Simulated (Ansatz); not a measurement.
# Ni (distorted cell): a check of forces and pressure against finite differences

With Ansatz 0.2.0 through its Python package.

Notebook, run cell by cell (the value of a cell's last expression is shown):

**Cell 1**
```python
import warnings

import ansatz as az
import numpy as np
```

**Cell 2**
```python
vectors0 = np.array([
    [2.42162, 0.01379, 0.02098],
    [-1.19887, 2.06566, 0.0123],
    [0.03491, 0.04378, 3.99606],
])
sites = [
    ('Ni', (1 / 3, 0.69681, 0.25303), 1.0),
    ('Ni', (0.65385, 0.36648, 0.76305), 1.0),
]


def crystal_on(cell):
    crystal = az.Crystal(lattice=az.Lattice.of(cell))
    for symbol, position, moment in sites:
        crystal = crystal.atom(symbol, position, moment=moment or None)
    return crystal
```

**Cell 3**
```python
warnings.simplefilter('ignore', az.DeckWarning)
```

**Cell 4**
```python
def solve(crystal):
    return (
        crystal.calculation()
        .functional(az.Functional.R2SCAN)
        .occupations('Fermi-Dirac', width=0.1)  # smearing steadies the SCF of a metal
        .spin(az.SpinTreatment.COLLINEAR)  # spin-polarised run
        .basis(650, xc_grid=2)  # cutoff of the orbital basis
        .kpoints(9, 9, 5)
        .scf(tolerance=1e-09)
        .forces()  # minus the gradient of the free energy
        .stress()  # positive in compression
        .run(threads=1)
    ).report
```

**Cell 5**
```python
centre = solve(crystal_on(vectors0))
start = crystal_on(vectors0)
# central difference: F = -(E(+h) - E(-h)) / 2h
print(f'force on atom 1 along z: analytic {centre["forces_ev_ang"][1][2]:.4f} eV/A')
for h in (0.005, 0.02):
    shift = np.eye(3)[2] * h @ np.linalg.inv(vectors0)
    plus, minus = (solve(start.move(1, to=np.array(sites[1][1]) + sign * shift))['lagrangian_ev'] for sign in (1, -1))
    print(f'  step {h} A: numerical {-(plus - minus) / (2 * h):.4f} eV/A')
# P = -dF/dV; the difference feels the change of the plane-wave count with the cell
volume = abs(np.linalg.det(vectors0))
larger, smaller = (solve(crystal_on(vectors0 * (1 + sign * 0.005) ** (1 / 3)))['lagrangian_ev'] for sign in (1, -1))
numerical = -(larger - smaller) / (0.01 * volume) * 160.21766
print(f'pressure: analytic {np.trace(centre["stress_gpa"]) / 3:.3f}, numerical {numerical:.3f} GPa')
```
Output:
```text
force on atom 1 along z: analytic -0.4637 eV/A
  step 0.005 A: numerical -0.4637 eV/A
  step 0.02 A: numerical -0.4637 eV/A
pressure: analytic 12.566, numerical 12.572 GPa
```

Caveats:
- Other magnetic orders than the one started from may lie lower.
- For a metal this k-point mesh is coarse: on a finer one energies can move by several to tens of meV an atom and pressures by half a GPa or more, differences at one mesh by less.
- The program warned that this SCF threshold is loose for forces or stresses.
- Pressure is positive in compression.
- r2SCAN tends to overestimate the moments of itinerant magnets.
- The cell is a database structure, distorted on purpose.
- The central difference errs as the square of the step, so the shorter step is the fairer test; what remains comes from the finite grid and the SCF threshold.
- The script silences the warnings on its input, which a real study should read.
- Hardware and time: 10 min on 1 thread of Arm Neoverse V1, with other jobs on the host, peak memory 0.63 GiB.
